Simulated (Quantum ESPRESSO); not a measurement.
# TiO2 (Anatase) (I4_1/amd) in Quantum ESPRESSO: notebook

One crystal, TiO2 (Anatase), is run at these levels: LDA; tasks: single point, equation of state.

Everything below comes from runs of Quantum ESPRESSO 7.5. Logs are shortened: lines on timing, memory, paths and dates and some standing lists are left out, and cuts for length are marked.

## (1) The crystal as given

The structure is tetragonal, space group I4_1/amd (No. 141). Conventional cell: a = 3.784 Å, b = 3.784 Å, c = 9.515 Å, α = 90.00°, β = 90.00°, γ = 90.00°. Around Ti (site symmetry -4m2) lie 6 O at 1.93 to 1.98 Å. O (site symmetry 2mm) is surrounded by 3 Ti at 1.93 to 1.98 Å.

## (2) Single point, LDA, 10.67 Å³/atom

pw.in reads:

```
&CONTROL
  calculation = 'scf'
  prefix = 'pwscf'
  outdir = './tmp'
  pseudo_dir = './pseudo'
  tstress = .true.
  disk_io = 'nowf'
/
&SYSTEM
  ibrav = 0
  nat = 6
  ntyp = 2
  ecutwfc = 45
  ecutrho = 360
  nbnd = 33
  occupations = 'smearing'
  smearing = 'fd'
  degauss = 0.00367493
/
&ELECTRONS
  conv_thr = 1.2d-09
  electron_maxstep = 120
  mixing_beta = 0.5
/
ATOMIC_SPECIES
Ti    47.8670 ti_lda_v1.4.uspp.F.UPF
O     15.9990 o_lda_v1.2.uspp.F.UPF
CELL_PARAMETERS angstrom
  -1.8534748763    1.8534748763    4.6601849950
   1.8534748763   -1.8534748763    4.6601849950
   1.8534748763    1.8534748763   -4.6601849950
ATOMIC_POSITIONS crystal
Ti     0.7500000000    0.2500000000    0.5000000000
Ti     0.0000000000    0.0000000000    0.0000000000
O      0.7919000000    0.7919000000    0.0000000000
O      0.5419000000    0.0419000000    0.5000000000
O      0.9581000000    0.4581000000    0.5000000000
O      0.2081000000    0.2081000000    0.0000000000
K_POINTS automatic
8 8 8 0 0 0
```

Potentials or basis: GBRV 1.5 LDA.

Started as:

```
> OMP_NUM_THREADS=1 mpirun -n 2 pw.x -nk 2 -in pw.in > pw.out
```

pw.out:

```text
This program is part of the open-source Quantum ESPRESSO suite
     for quantum simulation of materials; please cite
         "P. Giannozzi et al., J. Phys.:Condens. Matter 21 395502 (2009);
         "P. Giannozzi et al., J. Phys.:Condens. Matter 29 465901 (2017);
         "P. Giannozzi et al., J. Chem. Phys. 152 154105 (2020);
     in publications or presentations arising from this work. More details at

     Message from routine setup:
     using ibrav=0 with symmetry is DISCOURAGED, use correct ibrav instead

     K-points division:     npool     =       2
     Subspace diagonalization in iterative solution of the eigenvalue problem:
     a serial algorithm will be used

     G-vector sticks info
     --------------------
     sticks:   dense  smooth     PW     G-vecs:    dense   smooth      PW
     Sum        2501    1253    439                49885    17601    3719

     Using Slab Decomposition

     bravais-lattice index     =            0
     lattice parameter (alat)  =      10.1040  a.u.
     unit-cell volume          =     432.1486 (a.u.)^3
     number of atoms/cell      =            6
     number of atomic types    =            2
     number of electrons       =        48.00
     number of Kohn-Sham states=           33
     kinetic-energy cutoff     =      45.0000  Ry
     charge density cutoff     =     360.0000  Ry
     scf convergence threshold =      1.2E-09
     mixing beta               =       0.5000
     number of iterations used =            8  plain     mixing
     Exchange-correlation= SLA  PZ   NOGX NOGC
                           (   1   1   0   0   0   0   0)

     celldm(1)=  10.103951  celldm(2)=   0.000000  celldm(3)=   0.000000
     celldm(4)=   0.000000  celldm(5)=   0.000000  celldm(6)=   0.000000

     crystal axes: (cart. coord. in units of alat)
               a(1) = (  -0.346653   0.346653   0.871587 )
               a(2) = (   0.346653  -0.346653   0.871587 )
               a(3) = (   0.346653   0.346653  -0.871587 )

     reciprocal axes: (cart. coord. in units 2 pi/alat)
               b(1) = ( -0.000000  1.442367  0.573666 )
               b(2) = (  1.442367 -0.000000  0.573666 )
               b(3) = (  1.442367  1.442367  0.000000 )

     PseudoPot. # 1 for Ti read from file:
     ti_lda_v1.4.uspp.F.UPF
     Pseudo is Ultrasoft + core correction, Zval = 12.0
     Generated by new atomic code, or converted to UPF format
     Using radial grid of  851 points,  6 beta functions with:
                l(1) =   0
                l(2) =   0
                l(3) =   1
                l(4) =   1
                l(5) =   2
                l(6) =   2
     Q(r) pseudized with  6 coefficients,  rinner =    1.000   1.000   1.000
                                                       1.000   1.000

     PseudoPot. # 2 for O  read from file:
     o_lda_v1.2.uspp.F.UPF
     Pseudo is Ultrasoft + core correction, Zval =  6.0
     Generated by new atomic code, or converted to UPF format
     Using radial grid of  737 points,  5 beta functions with:
                l(1) =   0
                l(2) =   0
                l(3) =   1
                l(4) =   1
                l(5) =   2
     Q(r) pseudized with  8 coefficients,  rinner =    0.900   0.900   0.900
                                                       0.900   0.900

     atomic species   valence    mass     pseudopotential
     Ti               12.00    47.86700     Ti( 1.00)
     O                 6.00    15.99900     O ( 1.00)

     16 Sym. Ops., with inversion, found ( 8 have fractional translation)

   Cartesian axes

     site n.     atom                  positions (alat units)
         1        Ti     tau(   1) = (   0.0000000   0.3466525   0.4357936  )
         2        Ti     tau(   2) = (   0.0000000   0.0000000   0.0000000  )
         3        O      tau(   3) = (   0.0000000   0.0000000   1.3804197  )
         4        O      tau(   4) = (   0.0000000   0.3466525   0.0730390  )
         5        O      tau(   5) = (   0.0000000   0.3466525   0.7985481  )
         6        O      tau(   6) = (   0.0000000   0.0000000   0.3627546  )

     number of k points=    59  Fermi-Dirac smearing, width (Ry)=  0.0037
                       cart. coord. in units 2pi/alat
        k(    1) = (   0.0000000   0.0000000   0.0000000), wk =   0.0039062
        k(    2) = (   0.1802958   0.1802958   0.0000000), wk =   0.0156250
        k(    3) = (   0.3605917   0.3605917   0.0000000), wk =   0.0156250
        k(    4) = (   0.5408875   0.5408875   0.0000000), wk =   0.0156250
        k(    5) = (  -0.7211833  -0.7211833   0.0000000), wk =   0.0078125
        k(    6) = (   0.1802958  -0.0000000   0.0717083), wk =   0.0312500
[... 51 lines left out ...]
        k(   58) = (  -1.2620708  -0.1802958   0.0000000), wk =   0.0156250
        k(   59) = (  -1.4423666  -1.4423666  -0.5736661), wk =   0.0039062

     Dense  grid:    49885 G-vectors     FFT dimensions: (  64,  64,  64)

     Smooth grid:    17601 G-vectors     FFT dimensions: (  48,  48,  48)

     Check: negative core charge=   -0.000012

     Initial potential from superposition of free atoms

     starting charge      45.9999, renormalised to      48.0000

     negative rho (up, down):  1.532E-03 0.000E+00
     Starting wfcs are   36 randomized atomic wfcs

     Self-consistent Calculation

     iteration #  1     ecut=    45.00 Ry     beta= 0.50
     Davidson diagonalization with overlap
     ethr =  1.00E-02,  avg # of iterations =  2.0

     negative rho (up, down):  2.000E-03 0.000E+00
[... 76 lines left out ...]
     iteration # 10     ecut=    45.00 Ry     beta= 0.50
     Davidson diagonalization with overlap
     ethr =  1.27E-11,  avg # of iterations =  3.6

     negative rho (up, down):  1.488E-03 0.000E+00

     End of self-consistent calculation

          k = 0.0000 0.0000 0.0000 (  2219 PWs)   bands (ev):

   -47.6880 -47.5999 -24.6176 -24.3021 -24.3021 -24.2057 -24.2057 -24.0847
    -9.8049  -8.6920  -8.4271  -8.1225   3.5566   3.7921   3.7921   4.1543
     5.5301   5.5301   5.6777   7.0158   7.0823   7.0823   7.2498   7.2498
     9.9394  10.8099  12.0904  12.0904  12.1065  12.1065  13.4223  13.7162
    13.7680
[... 19 lines left out ...]
   -47.6562 -47.6225 -24.5974 -24.5051 -24.3655 -24.3324 -24.1716 -24.0975
    -8.6127  -8.1177  -7.9125  -7.7730   2.7969   3.0657   3.1313   4.0786
     4.0867   4.3418   4.7981   4.8150   5.4580   6.4952   7.3515   7.7444
    11.1279  11.5248  11.5372  11.9613  12.6886  12.9497  14.5754  15.2893
    15.5401

          k =-0.7212-0.7212 0.0000 (  2202 PWs)   bands (ev):

   -47.6386 -47.6386 -24.5658 -24.5658 -24.3646 -24.3646 -24.1337 -24.1337
    -8.2023  -8.2023  -7.7632  -7.7632   3.0039   3.0039   3.3238   3.3238
     3.7184   3.7184   4.9528   4.9528   5.5609   5.5609   7.7486   7.7486
    11.3834  11.3834  11.9257  11.9257  13.1026  13.1026  14.9876  14.9876
    15.8519
[... 99 lines left out ...]
   -47.6722 -47.6123 -24.5810 -24.4056 -24.3289 -24.2431 -24.1897 -24.1069
    -9.3152  -8.4415  -8.3192  -8.0221   3.0366   3.5632   3.6526   4.0729
     4.8686   5.3590   5.7126   6.1352   6.2465   6.7262   7.0870   7.3746
    10.9286  11.2126  11.3915  11.7645  11.7723  12.2657  13.8989  14.7229
    14.7510

          k =-0.7212 0.0000-0.2868 (  2190 PWs)   bands (ev):

   -47.6633 -47.6193 -24.5797 -24.4771 -24.3133 -24.2502 -24.1844 -24.1228
    -9.1489  -8.4282  -8.0334  -7.9185   3.0380   3.3281   3.8864   3.9212
     4.0823   5.3419   5.6168   5.6258   5.6803   6.6985   7.0375   7.1472
    11.2250  11.5964  11.6296  11.7535  12.4248  12.6273  13.8631  14.4888
    14.9827

          k =-0.5409 0.1803-0.2868 (  2208 PWs)   bands (ev):

   -47.6633 -47.6193 -24.5724 -24.4635 -24.3314 -24.2606 -24.1808 -24.1193
    -9.0878  -8.3671  -8.1618  -7.9295   2.8436   3.5784   3.7684   3.8987
     4.3114   4.8800   5.3470   5.8563   6.2862   6.6456   7.0186   7.2738
    11.0770  11.2932  11.6758  11.7528  12.1571  12.4775  14.0172  14.8498
    14.9573

          k =-0.3606 0.3606-0.2868 (  2198 PWs)   bands (ev):

   -47.6633 -47.6193 -24.5647 -24.4458 -24.3530 -24.2710 -24.1780 -24.1159
    -9.0125  -8.3305  -8.2303  -7.9902   2.9619   3.1500   3.7681   4.0274
     4.4803   5.1718   5.2818   5.6265   6.2350   6.7998   7.0124   7.4942
    10.9516  11.3423  11.4032  11.6706  12.0419  12.2923  14.0842  14.9034
    15.4399
[... 99 lines left out ...]
   -47.6626 -47.6220 -24.5337 -24.4220 -24.3351 -24.2475 -24.1782 -24.1411
    -9.1597  -8.4575  -8.4055  -8.0939   2.9961   3.5458   3.9174   4.0316
     4.7882   5.3106   5.5201   6.1363   6.4805   6.7930   7.0381   7.3072
    10.8993  11.1790  11.4997  11.7285  11.7659  12.2130  13.8417  14.5715
    14.8194

          k = 0.0000 0.7212-0.1434 (  2193 PWs)   bands (ev):

   -47.6633 -47.6193 -24.5860 -24.4640 -24.3133 -24.2623 -24.1844 -24.1174
    -9.1499  -8.4275  -8.0189  -7.9328   3.0318   3.3394   3.7655   3.9192
     4.2852   5.2154   5.3722   5.5866   6.1355   6.6754   7.0181   7.0379
    11.2732  11.5352  11.6625  11.7561  12.4564  12.6100  13.8597  14.4844
    14.9307
[... 11 lines left out ...]
   -47.6532 -47.6294 -24.5234 -24.4656 -24.3472 -24.2864 -24.1656 -24.1418
    -8.8400  -8.4566  -8.2116  -8.0698   2.9651   3.0769   3.9975   4.1090
     4.3688   5.0322   5.3477   5.5242   6.3070   6.7278   7.0918   7.4817
    10.9992  11.2321  11.5023  11.6652  12.0906  12.1729  14.1278  14.6679
    15.5217

          k = 0.0000 0.5409-0.0717 (  2193 PWs)   bands (ev):

   -47.6716 -47.6117 -24.6062 -24.4330 -24.3083 -24.2640 -24.1909 -24.0938
    -9.2895  -8.4562  -8.0937  -7.9145   2.9510   3.4192   3.8782   3.9618
     4.4377   5.4153   5.5015   5.7741   6.1414   6.7023   7.0345   7.0408
    11.2149  11.5276  11.5510  11.7283  12.1362  12.6116  13.8559  14.3858
    15.0472

          k = 0.1803 0.7212-0.0717 (  2191 PWs)   bands (ev):

   -47.6612 -47.6206 -24.5886 -24.4640 -24.3285 -24.2835 -24.1819 -24.1107
    -9.0368  -8.3476  -7.9885  -7.9340   3.0291   3.3324   3.5917   3.6933
     4.4150   4.9318   5.1636   5.3947   6.5881   6.6585   6.9717   7.0093
    11.2214  11.2805  11.7263  11.8489  12.3906  12.5837  14.1264  14.8653
    15.0260
[... 27 lines left out ...]
   -47.6555 -47.6244 -24.5865 -24.4920 -24.3525 -24.3172 -24.1722 -24.1082
    -8.7454  -8.1937  -7.9148  -7.9005   3.0189   3.0379   3.3727   3.6110
     4.3028   4.5111   5.1460   5.2232   5.5218   6.6723   7.2471   7.5090
    11.1487  11.2453  11.7155  11.9174  12.5363  12.7711  14.4558  14.9958
    15.6592

          k =-0.9015-0.5409 0.0000 (  2194 PWs)   bands (ev):

   -47.6394 -47.6394 -24.5451 -24.5451 -24.3505 -24.3505 -24.1398 -24.1398
    -8.3275  -8.3275  -7.8875  -7.8875   2.8280   2.8280   3.6729   3.6729
     4.2906   4.2906   4.7421   4.7421   5.9212   5.9212   7.6449   7.6449
    11.2933  11.2933  11.7844  11.7844  12.7928  12.7928  14.7202  14.7202
    15.9406
[... 35 lines left out ...]
   -47.6589 -47.6277 -24.4794 -24.3828 -24.3328 -24.2505 -24.1751 -24.1664
    -9.2161  -8.7229  -8.4611  -8.2664   3.4212   3.5498   3.9647   4.0398
     5.1011   5.4270   6.1944   6.3229   6.5809   6.9086   7.1324   7.2975
    10.6970  10.8171  11.6110  11.7053  11.9507  11.9595  13.7072  14.1284
    14.5263

          k = 0.0000 0.9015-0.0717 (  2200 PWs)   bands (ev):

   -47.6563 -47.6272 -24.5506 -24.4423 -24.3198 -24.2697 -24.1791 -24.1382
    -9.0911  -8.4286  -8.2742  -7.9876   2.7659   3.8116   3.9347   4.2370
     4.3773   4.8013   5.2835   5.8135   6.4551   6.7725   7.0159   7.0785
    11.0765  11.5353  11.5728  11.6941  12.2128  12.6192  13.7431  14.4128
    14.6368
[... 19 lines left out ...]
   -47.6532 -47.6295 -24.5492 -24.4530 -24.3297 -24.2883 -24.1745 -24.1350
    -8.9651  -8.3470  -8.2675  -7.9811   2.7709   3.5583   3.8018   4.2567
     4.5219   4.6122   4.9698   5.7670   6.6440   6.7091   6.9839   7.1247
    11.0846  11.2851  11.6874  11.7202  12.2654  12.3886  14.0755  14.5322
    14.9960

          k =-1.0818-0.3606 0.0000 (  2204 PWs)   bands (ev):

   -47.6413 -47.6413 -24.4893 -24.4893 -24.3205 -24.3205 -24.1556 -24.1556
    -8.6426  -8.6426  -8.1494  -8.1494   3.0045   3.0045   4.0725   4.0725
     4.6952   4.6952   5.4331   5.4331   6.4595   6.4595   7.3542   7.3542
    11.0960  11.0960  11.6143  11.6143  12.1119  12.1119  14.3595  14.3595
    15.5853
[... 19 lines left out ...]
   -47.6491 -47.6363 -24.4854 -24.4026 -24.3274 -24.2801 -24.1750 -24.1594
    -9.0670  -8.6692  -8.4350  -8.1808   2.9618   3.9252   3.9393   4.1220
     4.9795   5.3324   5.4017   6.1645   6.4383   7.0038   7.1238   7.2089
    10.7486  11.3974  11.4059  11.6111  11.8175  12.5374  13.6054  14.2140
    14.4217

          k =-1.2621-0.1803 0.0000 (  2210 PWs)   bands (ev):

   -47.6433 -47.6433 -24.4156 -24.4156 -24.3087 -24.3087 -24.1698 -24.1698
    -8.9656  -8.9656  -8.3720  -8.3720   3.4784   3.4784   4.0405   4.0405
     5.2295   5.2295   6.2313   6.2313   6.7638   6.7638   7.2313   7.2313
    10.7556  10.7556  11.6630  11.6630  11.9411  11.9411  13.9000  13.9000
    14.6814

          k =-1.4424-1.4424-0.5737 (  2218 PWs)   bands (ev):

   -47.6442 -47.6442 -24.3571 -24.3571 -24.3347 -24.3347 -24.1725 -24.1725
    -9.0991  -9.0991  -8.4564  -8.4564   3.8659   3.8659   3.8923   3.8923
     5.5218   5.5218   6.3857   6.3857   6.5067   6.5067   7.6982   7.6982
    10.3567  10.3567  11.8538  11.8538  12.3516  12.3516  13.3579  13.3579
    14.1758

     the Fermi energy is     8.8669 ev

!    total energy              =    -368.42769373 Ry
     estimated scf accuracy    <          3.3E-10 Ry
     smearing contrib. (-TS)   =      -0.00000000 Ry
     internal energy E=F+TS    =    -368.42769373 Ry

     The total energy is F=E-TS. E is the sum of the following terms:
     one-electron contribution =    -153.39394205 Ry
     hartree contribution      =      98.93017571 Ry
     xc contribution           =     -64.69858239 Ry
     ewald contribution        =    -249.26534499 Ry

     convergence has been achieved in  10 iterations

     Computing stress (Cartesian axis) and pressure

     negative rho (up, down):  1.488E-03 0.000E+00
          total   stress  (Ry/bohr**3)                   (kbar)     P=       89.43
   0.00056797   0.00000000   0.00000000           83.55        0.00        0.00
  -0.00000000   0.00056797   0.00000000           -0.00       83.55        0.00
   0.00000000   0.00000000   0.00068783            0.00        0.00      101.18

=------------------------------------------------------------------------------=
   JOB DONE.
=------------------------------------------------------------------------------=
```

Wall time 80 s (2 MPI ranks of Intel Xeon Platinum 8259CL at 2.50GHz (Skylake/Cascade Lake), shared host); peak memory 0.38 GiB.

Results:

```yaml
Free_energy: -5012.7141 eV
Pressure: 8.9 GPa
Band_gap_on_the_k_mesh: 2.19 eV, indirect (least direct gap 2.49 eV)
```

(Part 1 of 2 ends here.)
